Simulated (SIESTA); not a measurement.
Sb under changes of volume

One of the cells (30.810 Å³/atom); the others are scaled copies at fixed shape and fractional positions:

```
CELL_PARAMETERS angstrom
2.16847 1.25196 3.78289
-2.16847 1.25196 3.78289
0.00000 -2.50393 3.78289
ATOMIC_POSITIONS crystal
Sb 0.76651 0.76651 0.76651
Sb 0.23349 0.23349 0.23349
```

```yaml
Program: SIESTA 5.4.2
Functional: PBE
Potentials_or_basis: PseudoDojo 0.4 standard (PBE files)
Basis: DZP (energy shift 0.002 Ry)
Grid_cutoff: 500 Ry
Energy_shift: 0.002 Ry
k_mesh: 8 × 8 × 8
Occupations: fermi-dirac, width 0.05 eV
Spin: no spin polarisation
```

```tsv
volume (Å³/atom)	energy over the lowest point (meV/atom)	pressure (GPa)	largest force (eV/Å)
28.393	94.16	8.9	0.684
28.998	64.21	7.1	0.556
29.602	42.07	5.5	0.439
30.810	11.68	2.7	0.223
31.414	?	?	?
32.018	0.00	0.5	0.042
```

Task: What does the run at 31.414 Å³/atom give?

Result: Energy over the lowest point 3.75 meV/atom; pressure 1.5 GPa; largest force 0.130 eV/Å.

Worked out: A Birch-Murnaghan fit of order 3 (a polynomial in V^(-2/3)) to the other rows has its minimum at 32.39 Å³/atom, just outside them, with B0 = V·E''(V) = 47 GPa and B' = 5.1 at fixed shape and positions, which overstates the stiffness. It gives 3.91 meV/atom at 31.414 Å³/atom, against the run's 3.75, and -dE/dV = 1.6 GPa, against 1.5.

Energies are extrapolated to zero smearing.

Caveats: semicore shells carry a single zeta, which can move pressures by several GPa and volumes by a few percent; the basis of atomic orbitals isn't converged, which shifts pressures, moduli and gaps.
